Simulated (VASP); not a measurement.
Input of a VASP 6.6.1 run:

INCAR

```
SYSTEM = Au
  PREC = Accurate
  ENCUT = 600
  EDIFF = 1E-6
  ISMEAR = -1
  SIGMA = 0.05
  LREAL = .FALSE.
  LASPH = .TRUE.
  NELM = 100
  ALGO = Normal
  ISIF = 3
  LWAVE = .FALSE.
  LCHARG = .FALSE.
  IBRION = 2
  NSW = 60
  EDIFFG = -0.02
```

Contents of KPOINTS:

```
Automatic mesh
0
G
  10 10 6
  0 0 0
```

File POSCAR:

```
Au
1.0
    1.4113099650     -2.5559330250      0.0000000000
    1.4113099650      2.5559330250      0.0000000000
    0.0000000000      0.0000000000      4.8931696100
Au
2
Direct
    0.3346720300      0.6653279700      0.2500000000
    0.6653279700      0.3346720300      0.7500000000
```

Potentials or basis: VASP PAW LDA potentials, release 64 (Au).

Command:

```bash
$ cat potpaw_LDA.64/Au/POTCAR > POTCAR
$ mpirun -np 1 vasp_std > vasp.out
```

(1) What does it give for the space group after relaxing (to 0.05 Å)?

(2) Predict the relaxed volume.

(3) Estimate the relaxed cell.

(4) Predict the band gap on the k mesh.

Answers

(1) Cmcm (No. 63).

(2) 16.68 Å³/atom.

(3) a = 2.915 Å, b = 2.915 Å, c = 4.691 Å, α = 90.00°, β = 90.00°, γ = 123.19°.

(4) none (metal or under the smearing width).
